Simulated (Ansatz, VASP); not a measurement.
## CaF3: VASP beside Ansatz

INCAR

```
SYSTEM = CaF3
PREC = Accurate
ENCUT = 520
EDIFF = 1E-7
ISMEAR = -1
SIGMA = 0.05
LREAL = .False.
LASPH = .True.
NELM = 60
ALGO = Normal
ISIF = 2
LWAVE = .False.
LCHARG = .False.
GGA = PS
NBANDS = 24
```

File KPOINTS:

```
regular mesh
0
Gamma
  10 10 10
  0 0 0
```

POSCAR

```
CaF3
1.0
   -1.9119862209      1.9119862209      3.2440258935
    1.9119862209     -1.9119862209      3.2440258935
    1.9119862209      1.9119862209     -3.2440258935
Ca F
1 3
Direct
    0.0000000000      0.0000000000      0.0000000000
    0.5000000000      0.5000000000      0.0000000000
    0.2500000000      0.7500000000      0.5000000000
    0.7500000000      0.2500000000      0.5000000000
```

Contents of input.yaml:

```yaml
crystal:
  lattice:
    - [-1.9119862209, 1.9119862209, 3.2440258935]
    - [1.9119862209, -1.9119862209, 3.2440258935]
    - [1.9119862209, 1.9119862209, -3.2440258935]
  atoms:
    - { symbol: Ca, position: [0.0, 0.0, 0.0] }
    - { symbol: F, position: [0.5, 0.5, 0.0] }
    - { symbol: F, position: [0.25, 0.75, 0.5] }
    - { symbol: F, position: [0.75, 0.25, 0.5] }
hamiltonian:
  xc: pbesol
  pseudopotentials: { kind: paw }
kpoints:
  mp_grid: { grid: [10, 10, 10] }
scf:
  occupations: { method: fermi_dirac, width: 0.05 }
output:
  forces: true
  stress: true
  eigenvalues: true
```

Change from the starting cell: volume scaled by 1.02.

Alike in both runs: task single point; functional PBEsol; k mesh 10 × 10 × 10; occupations fermi-dirac, width 0.05 eV; no spin polarisation.

|  | VASP | Ansatz |
| --- | --- | --- |
| version | VASP 6.6.1 | Ansatz 0.2.0 |
| potentials or method | VASP PAW PBE potentials, release 64 (Ca_sv, F) | Ansatz PAW |
| plane-wave cutoff (eV) | 520 | 420 |
| valence electrons in the cell | 31 | 31 |

Ansatz gave:

```
gap on the k mesh at the Fermi level (eV)       : none
pressure (GPa)                                  : -4.8
largest component of the traceless stress (GPa) : 0.85
```

Question: Estimate VASP's values.

Answer: gap on the k mesh at the Fermi level (eV): none; pressure (GPa): -5.0; largest component of the traceless stress (GPa): 0.83.

A gap of «none» marks a metal or a gap that the smearing closes. With one functional, cell and mesh, what is left measures potentials, basis and numerics.

Caveats: an odd number of electrons without spin polarisation forces a metal; a magnetic or distorted state may lie lower; the PAW data sets were made with another functional, which shifts forces and pressure a little (VASP); the pressure holds a Pulay correction of +0.9 GPa for the finite cutoff (Ansatz); the PAW data sets come from PBE, with cores solved anew for the run's functional, which leaves a small shift of forces and pressure (Ansatz).
